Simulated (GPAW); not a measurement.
# Ni (P-1) in GPAW: single point with PBEsol

Aim: the single point of Ni with PBEsol.

Program: GPAW 26.7.0. These are calculated values, not measurements. Logs are shortened: lines on timing, memory, paths and dates and some standing lists are left out, and cuts for length are marked. The log counts tension as positive stress, the text compression.

**1. The cell of the first run**

The typed cell holds 2 atoms: a = 2.448 Å, b = 2.448 Å, c = 4.073 Å, α = 90.00°, β = 90.00°, γ = 120.00°.

This isn't the form of Ni at room conditions, which is fcc.

**2. Single point, PBEsol, collinear spin, ferromagnetic start (atoms moved at random, drawn with an rms of 0.05 Å)**

run.py reads:

```python
from ase import Atoms
from ase.dft.bandgap import bandgap
from ase.io import write
from ase.units import GPa
from ase.parallel import parprint
from gpaw import GPAW, PW, setup_paths

setup_paths.insert(0, '.')

atoms = Atoms(['Ni', 'Ni'],
              cell=[[2.4480228978, 0.0, 0.0],
                    [-1.2240114489, 2.1200500186, 0.0],
                    [0.0, 0.0, 4.07280757]],
              scaled_positions=[[0.67277, 0.335479, 0.755409],
                                [0.342177, 0.658358, 0.244472]],
              pbc=True)
atoms.set_initial_magnetic_moments([1.0, 1.0])

calc = GPAW(mode=PW(600),
            xc='PBEsol',
            kpts={'size': (12, 12, 7), 'gamma': True},
            occupations={'name': 'fermi-dirac', 'width': 0.05},
            nbands=29,
            convergence={'density': 1e-05, 'energy': 1e-05},
            maxiter=150,
            txt='gpaw.txt')
atoms.calc = calc
energy = atoms.get_potential_energy()
forces = atoms.get_forces()
stress = atoms.get_stress()
calc.write('gs.gpw')
write('result.traj', atoms)
parprint(f'Energy: {energy:.6f} eV')
parprint('Forces (eV/A):')
parprint(forces.round(4))
parprint('Stress (GPa):', (stress / GPa).round(3))
parprint('Moments:', calc.get_magnetic_moments().round(3))
parprint('Fermi level:', round(calc.get_fermi_level(), 4), 'eV')
parprint(f'Gap: {bandgap(calc)[0]:.4f} eV, direct: {bandgap(calc, direct=True)[0]:.4f} eV')
```

Potentials or basis: PAW data sets generated in the run's folder for this functional, pw.

On the command line:

```sh
$ gpaw-setup -f PBEsol Ni
$ OMP_NUM_THREADS=1 mpirun -n 4 gpaw python run.py
```

gpaw.txt:

```text
__  _  _
 | _ |_)|_||  |
 |__||  | ||/\| - 26.7.0

Input parameters:
  mode=PW(ecut=600.0),
  convergence={'density': 1e-05, 'energy': 1e-05},
  kpts=MonkhorstPack(size=(12, 12, 7), gamma=True),
  maxiter=150,
  nbands=29,
  occupations=Occupations(name='fermi-dirac', width=0.05),
  xc=XC(name='PBEsol')

Diagonalizing LCAO Hamiltonian
Converting LCAO to pw mode

          Ni

        Ni

Atoms  # Å, Bohr magnetons
|   | symbol |        x |        y |        z |    initial magnetic moments |
|---|--------|----------|----------|----------|-----------------------------|
| 0 |     Ni | 1.236326 | 0.711232 | 3.076635 | ( 0.0000,  0.0000,  1.0000) |
| 1 |     Ni | 0.031819 | 1.395752 | 0.995687 | ( 0.0000,  0.0000,  1.0000) |

Unit cell  # Å
| periodic |         x |        y |        z |  lengths |     angles |
|----------|-----------|----------|----------|----------|------------|
|      yes |  2.448023 | 0.000000 | 0.000000 | 2.448023 |  90.000000 |
|      yes | -1.224011 | 2.120050 | 0.000000 | 2.448023 |  90.000000 |
|      yes |  0.000000 | 0.000000 | 4.072808 | 4.072808 | 120.000000 |

Number of symmetries: 1
Symmetry operations  # r_c * U_cc + t_c -> r_c
|   | kind |            matrix            |
|---|------|------------------------------|
| 0 |  E   |  1, 0, 0,  0, 1, 0,  0, 0, 1 |

BZ-sampling:
  Number of BZ points: 1008
  Number of IBZ points: 506

  Monkhorst-Pack size: [12, 12, 7]
  Monkhorst-Pack shift: [0.041666666666666664, 0.041666666666666664, 0.0]

K-points  # in reciprocal-cell coordinates
|     |                                coordinates |     weight |
|-----|--------------------------------------------|------------|
|   0 | ( -0.00000000,  -0.00000000,   0.00000000) | 0.00099206 |
|   1 | ( -0.00000000,  -0.00000000,   0.14285714) | 0.00198413 |
|   2 | ( -0.00000000,  -0.00000000,   0.28571429) | 0.00198413 |
|   3 | ( -0.00000000,  -0.00000000,   0.42857143) | 0.00198413 |
|   4 | ( -0.00000000,   0.08333333,  -0.42857143) | 0.00198413 |
|   5 | ( -0.00000000,   0.08333333,  -0.28571429) | 0.00198413 |
|   6 | ( -0.00000000,   0.08333333,  -0.14285714) | 0.00198413 |
|   7 | ( -0.00000000,   0.08333333,   0.00000000) | 0.00198413 |
|   8 | ( -0.00000000,   0.08333333,   0.14285714) | 0.00198413 |
|   9 | ( -0.00000000,   0.08333333,   0.28571429) | 0.00198413 |
| ... |                                            |            |
| 505 | (  0.50000000,   0.50000000,   0.42857143) | 0.00198413 |

Plane wave coefficients: 722
Cutoff: 600.0 eV

Spin-components: 2 (collinear spins)
Bands:           29
Projectors:      12
Spin-degeneracy: 1
Datatype:        complex128

Parallelization:
  kpt:    4
  domain: 1
  band:   1

Density:
  Valence electrons: 32.0
  Components: 2
  Grid points: [14 14 24]
  Charge: 0.0  # |e|

Potential:
  Grid points: [14 14 24]

species:
  Ni:
    name:    Nickel
    Z:       28.0
    valence: 16
    core:    12
    charge:  0.0  # [|e|]
    compensation charges:
      type: gauss
      rc: 0.36  # [Å]
      lmax: 2
    cutoffs:
      filter: 2.14  # [Å]
      core: 1.98  # [Å]
    projectors
    | kind |    occ | energy [eV] | rcut [Å] |
    |------|--------|-------------|----------|
    |   4s |  2.000 |      -5.661 |    1.164 |
    |   3p |  6.000 |     -71.261 |    1.207 |
    |   4p |  0.000 |      -1.193 |    1.207 |
    |   3d |  8.000 |      -8.901 |    1.138 |
    |    s |        |      21.550 |    1.164 |
    |    d |        |      18.310 |    1.138 |

    Using partial waves for Ni as LCAO basis

Reference energy: -82665.177660  # eV

eigensolver:
  PPCG
  Converge bands: occupied
  niter=2

density mixing:
  MSR1-Mixer
  Pratt-step length: 0.05
  Maximum mixing coefficient: 0.75
  Old densities: 10
  SVD Regularization: 0.005
  Good broyden scale: 1.0
  Trust region scale: 1.0
  Backstep threshold: 4.0
  History deletion threshold: 6.0
  Fourier metric: weight=20.0, sigma=0.015

occupation numbers:
  Fermi-Dirac:
    width: 0.0500  # eV

poisson solver:
  ecut: 4800.0  # eV

xc functional:
  name: PBEsol with 2 nearest neighbor stencil

convergence criteria:
- Maximum integral of absolute [dens]ity change: 1e-05 electrons / valence electron
- Maximum [total energy] change in last 3 cyles: 1e-05 eV / valence electron
- Maximum integral of absolute [eigenst]ate change: 4e-08 eV^2 / valence electron
maximum number of iterations: 150

SCF iterations
|iter     | |      energy | eigst |  dens |  magmom |
|---------|-|-------------|-------|-------|---------|
|iter:   1| |  -15.579562 | +0.16 |       |  +2.0016|
|iter:   2| |  -15.599940 | -2.66 | -1.54 |  +1.9757|
|iter:   3| |  -15.807949 | -2.43 | -1.56 |  +1.5928|
|iter:   4| |  -15.822875 | -2.95 | -1.85 |  +1.3471|
|iter:   5| |  -15.824466 | -4.33 | -2.38 |  +1.3552|
|iter:   6| |  -15.820217 | -5.33 | -2.16 |  +1.3651|
|iter:   7| |  -15.820521 | -5.31 | -2.83 |  +1.3482|
|iter:   8| |  -15.820597 | -5.69 | -3.11 |  +1.3225|
|iter:   9| |  -15.820584c| -7.28 | -3.49 |  +1.3144|
|iter:  10| |  -15.820578c| -7.44c| -3.72 |  +1.3161|
|iter:  11| |  -15.820578c| -8.16c| -4.46 |  +1.3166|
|iter:  12| |  -15.820577c| -7.70c| -4.78 |  +1.3169|
|iter:  13| |  -15.820577c| -8.27c| -5.42c|  +1.3169|

Converged in 13 steps
Energy contributions relative to reference atoms: (reference = -82665.177660)

Energy contributions:
  Kinetic:          11.122260
  Coulomb:          -7.256544
  Zero:              0.145433
  External:          0.000000
  Xc:              -19.814844
  Entropy:          -0.033763
  Spinorbit:         0.000000
  ----------------------------
  Free energy:     -15.837458
  Extrapolated:    -15.820577

dipole moment: (0.168239, -0.049473, -0.001641)  # |e|*Ang

Total magnetic moment: (0.000000, 0.000000, 1.316923)

Local magnetic moments
|        x |        y |        z |
|----------|----------|----------|
| 0.000000 | 0.000000 | 0.691306 |  # Ni   0
| 0.000000 | 0.000000 | 0.691305 |  # Ni   1

Fermi level: 8.798
Eigenvalues  # (at kpt = [-0.000, -0.000, 0.000])
| band index |      eig [eV] | occ [0-1] |      eig [eV] | occ [0-1] |
|------------|---------------|-----------|---------------|-----------|
|          0 |       -55.298 |     1.000 |       -54.475 |     1.000 |
|        ... |               |           |               |           |
|         10 |         6.293 |     1.000 |         7.002 |     1.000 |
|         11 |         6.538 |     1.000 |         7.269 |     1.000 |
|         12 |         6.563 |     1.000 |         7.295 |     1.000 |
|         13 |         7.039 |     1.000 |         7.746 |     1.000 |
|         14 |         7.132 |     1.000 |         7.828 |     1.000 |
|         15 |         7.985 |     1.000 |         7.960 |     1.000 |
|         16 |         8.019 |     1.000 |         8.760 |     0.681 |
|         17 |         8.078 |     1.000 |         8.840 |     0.302 |
|         18 |        14.355 |     0.000 |        14.814 |     0.000 |
|         19 |        31.695 |     0.000 |        31.585 |     0.000 |
|         20 |        33.565 |     0.000 |        33.678 |     0.000 |
|         21 |        33.672 |     0.000 |        33.785 |     0.000 |
|         22 |        33.921 |     0.000 |        33.841 |     0.000 |
|         23 |        34.612 |     0.000 |        34.562 |     0.000 |
|         24 |        34.976 |     0.000 |        35.102 |     0.000 |
|        ... |               |           |               |           |
|         28 |        40.314 |     0.000 |        40.261 |     0.000 |

No gap
No difference between direct/indirect transitions

Forces  # eV/Ang
|        x |        y |        z |
|----------|----------|----------|
|  0.04041 | -0.04296 | -0.43998 |  # Ni   0
| -0.04041 |  0.04296 |  0.43998 |  # Ni   1

Stress tensor  # eV/Ang^3
|         x |         y |         z |
|-----------|-----------|-----------|
| -0.011783 |  0.002102 |  0.000698 |
|  0.002102 | -0.007080 | -0.000735 |
|  0.000698 | -0.000735 |  0.013663 |

# Writing to gs.gpw (mode='')
```

Wall time 2 min (4 MPI ranks of Arm Neoverse V1, shared host); peak memory 0.26 GiB.

Results:

```yaml
Free_energy: -15.8375 eV
Pressure: 0.3 GPa
Largest_force: 0.444 eV/Å
Band_gap_on_the_k_mesh: none (metal or under the smearing width)
Net_moment: 1.32 μB per cell
Site_moments: Ni +0.69 μB
```

Forces in eV/Å, atoms in the order of the input:
```
Ni   0.040 -0.043 -0.440
Ni  -0.040  0.043  0.440
```

Levels at points of the mesh, in eV from the Fermi level:
Spin up:
```
           k point  band 14  band 15  band 16  band 17  band 18  band 19  band 20  band 21
(0.00, 0.00, 0.00)    -1.76    -1.67    -0.81    -0.78    -0.72     5.56    22.90    24.77
(0.00, 0.50, 0.00)    -0.61    -0.58    -0.50     1.08     3.17     9.10     9.74    12.51
(0.50, 0.00, 0.00)    -0.61    -0.58    -0.49     1.12     3.12     9.18     9.82    12.45
(0.50, 0.50, 0.00)    -0.62    -0.58    -0.48     1.22     3.02     9.34    10.00    12.32
```
Spin down:
| k point | band 12 | band 13 | band 14 | band 15 | band 16 | band 17 | band 18 | band 19 |
| --- | --- | --- | --- | --- | --- | --- | --- | --- |
| (0.00, 0.00, 0.00) | -1.53 | -1.50 | -1.05 | -0.97 | -0.84 | -0.04 | 0.04 | 6.02 |
| (0.00, 0.50, 0.00) | -1.85 | -1.53 | 0.19 | 0.21 | 0.33 | 1.62 | 3.59 | 9.25 |
| (0.50, 0.00, 0.00) | -1.85 | -1.53 | 0.18 | 0.20 | 0.33 | 1.66 | 3.54 | 9.33 |
| (0.50, 0.50, 0.00) | -1.85 | -1.54 | 0.17 | 0.19 | 0.34 | 1.74 | 3.44 | 9.50 |

Caveat: the stock nickel data set gives pressures a few GPa off other programs.
